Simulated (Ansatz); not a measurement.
Set up this calculation in Ansatz 0.2.0, as the native input.

```yaml
Task: band structure
Functional: LDA
Potentials_or_basis: Ansatz PAW
Cutoff: "420 eV (not typed: the program's choice for these potentials)"
k_mesh: 11 × 11 × 3
Occupations: fermi-dirac, width 0.05 eV
Spin: no spin polarisation
Path: "[[\"G\", \"M\", \"K\", \"G\", \"A\", \"L\", \"H\", \"A\"], [\"L\", \"M\"], [\"K\", \"H\"]]"
Points_for_each_segment_of_the_path: 14
```

Al2O3:

```
Al O
1.0
     2.88432    0.00000    0.00000
    -1.44216    2.49790    0.00000
     0.00000    0.00000    9.33675
Al O
2 3
Direct
  0.00000 0.00000 0.85001
  0.00000 0.00000 0.14999
  0.33333 0.66667 0.77768
  0.66667 0.33333 0.00000
  0.33333 0.66667 0.22232
```

Measurements of this composition are mostly on another form, of space group No. 167.

The input as run:

input.yaml

```yaml
crystal:
  lattice:
    - [2.8843249483, 0.0, 0.0]
    - [-1.4421624742, 2.497898678, 0.0]
    - [0.0, 0.0, 9.33675446]
  atoms:
    - { symbol: Al, position: [0.0, 0.0, 0.85000767] }
    - { symbol: Al, position: [0.0, 0.0, 0.14999233] }
    - { symbol: O, position: [0.3333333333, 0.6666666667, 0.77768308] }
    - { symbol: O, position: [0.6666666667, 0.3333333333, 0.0] }
    - { symbol: O, position: [0.3333333333, 0.6666666667, 0.22231692] }
hamiltonian:
  xc: lda
  pseudopotentials: { kind: paw }
kpoints:
  mp_grid: { grid: [11, 11, 3] }
  band_path:
    path:
      - [[0.0, 0.0, 0.0], [0.5, 0.0, 0.0], [0.3333333333, 0.3333333333, 0.0], [0.0, 0.0, 0.0], [0.0, 0.0, 0.5], [0.5, 0.0, 0.5], [0.3333333333, 0.3333333333, 0.5], [0.0, 0.0, 0.5]]
      - [[0.5, 0.0, 0.5], [0.5, 0.0, 0.0]]
      - [[0.3333333333, 0.3333333333, 0.0], [0.3333333333, 0.3333333333, 0.5]]
    npoints: 14
scf:
  occupations: { method: fermi_dirac, width: 0.05 }
  n_extra_bands: 12
output:
  forces: true
  stress: true
  eigenvalues: true
  fatbands: false
```

Potentials or basis: Ansatz PAW.

Command:

```bash
$ ansatz run input.yaml --threads 2 --pin off --max-ram 5632MiB --backend cpu --events-out ev --progress --plain --runs-dir out
```

It gave:

```json
{
 "Pressure": "-7.0 GPa",
 "Largest force": "0.525 eV/Å",
 "Band gap on the k mesh": "4.76 eV, indirect (least direct gap 5.01 eV)",
 "Band gap along the path": "4.76 eV, indirect (least direct gap 5.01 eV)"
}
```

Caveat: the pressure holds a Pulay correction of +0.7 GPa for the finite cutoff; the PAW data sets come from PBE, with cores solved anew for the run's functional, which leaves a small shift of forces and pressure.

Run time: 10 s on 2 threads of Intel(R) Xeon(R) Processor @ 2.70GHz (shared host), peak memory 0.37 GiB.
